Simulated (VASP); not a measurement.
**Te4Mo3: relaxation of cell and atoms with LDA**

Crystal: Te4Mo3.

```
Te Mo
1.0
     5.01468    2.89523    3.88364
    -5.01468    2.89523    3.88364
     0.00000   -5.79045    3.88364
Te Mo
8 6
Direct
  0.29031 0.29031 0.29031
  0.70969 0.70969 0.70969
  0.87909 0.61734 0.24903
  0.24903 0.87909 0.61734
  0.61734 0.24903 0.87909
  0.12091 0.38266 0.75097
  0.75097 0.12091 0.38266
  0.38266 0.75097 0.12091
  0.95398 0.25894 0.08105
  0.08105 0.95398 0.25894
  0.25894 0.08105 0.95398
  0.04602 0.74106 0.91895
  0.91895 0.04602 0.74106
  0.74106 0.91895 0.04602
```

```json
{
 "Program": "VASP 6.6.1",
 "Task": "relaxation of cell and atoms",
 "Functional": "LDA",
 "Potentials or basis": "VASP PAW LDA potentials, release 64 (Te, Mo_sv)",
 "Cutoff": "600 eV",
 "k mesh": "5 × 5 × 5",
 "Occupations": "methfessel-paxton, width 0.1 eV",
 "Spin": "no spin polarisation",
 "Further INCAR settings": "ALGO = Normal; EDIFF = 1e-07; IBRION = 2; EDIFFG = -0.005; NSW = 90; ISIF = 3"
}
```

| Property | Result |
| --- | --- |
| Energy gained by relaxing | 0.0 meV/atom |
| Ionic steps | 2 |
| Pressure after relaxing | 0.0 GPa |
| Largest force after relaxing | 0.004 eV/Å |
| Band gap on the k mesh | none (metal or under the smearing width) |

Forces in eV/Å, atoms in the order of the input:
```
Te   0.000  0.000  0.000
Te   0.000  0.000  0.000
Te   0.002  0.001  0.003
Te  -0.002  0.001  0.003
Te   0.000 -0.002  0.003
Te  -0.002 -0.001 -0.003
Te   0.002 -0.001 -0.003
Te   0.000  0.002 -0.003
Mo   0.000  0.002  0.001
Mo  -0.002 -0.001  0.001
Mo   0.002 -0.001  0.001
Mo   0.000 -0.002 -0.001
Mo   0.002  0.001 -0.001
Mo  -0.002  0.001 -0.001
```

Final structure:
```cif
data_structure
_symmetry_space_group_name_H-M 'P 1'
_symmetry_Int_Tables_number 1
_cell_length_a 6.9723
_cell_length_b 6.9723
_cell_length_c 6.9723
_cell_angle_alpha 91.982
_cell_angle_beta 91.982
_cell_angle_gamma 91.982
_cell_volume 338.33
loop_
_atom_site_label
_atom_site_type_symbol
_atom_site_fract_x
_atom_site_fract_y
_atom_site_fract_z
_atom_site_occupancy
Te1 Te 0.29031 0.29031 0.29031 1
Te2 Te 0.70969 0.70969 0.70969 1
Te3 Te 0.87913 0.61735 0.24903 1
Te4 Te 0.24903 0.87913 0.61735 1
Te5 Te 0.61735 0.24903 0.87913 1
Te6 Te 0.12087 0.38265 0.75097 1
Te7 Te 0.75097 0.12087 0.38265 1
Te8 Te 0.38265 0.75097 0.12087 1
Mo1 Mo 0.95403 0.25894 0.08102 1
Mo2 Mo 0.08102 0.95403 0.25894 1
Mo3 Mo 0.25894 0.08102 0.95403 1
Mo4 Mo 0.04597 0.74106 0.91898 1
Mo5 Mo 0.91898 0.04597 0.74106 1
Mo6 Mo 0.74106 0.91898 0.04597 1
```

Levels at points of the mesh, in eV from the Fermi level:
```
           k point  band 64  band 65  band 66  band 67  band 68  band 69
(0.00, 0.00, 0.00)    -0.20    -0.20    -0.10     0.73     0.73     1.63
```

It took 3.2 min on 4 MPI ranks on Intel(R) Xeon(R) 6975P-C (Granite Rapids), on a shared host, peak memory 0.72 GiB a rank.

Spin-orbit coupling is left out, which matters for the levels of Te.
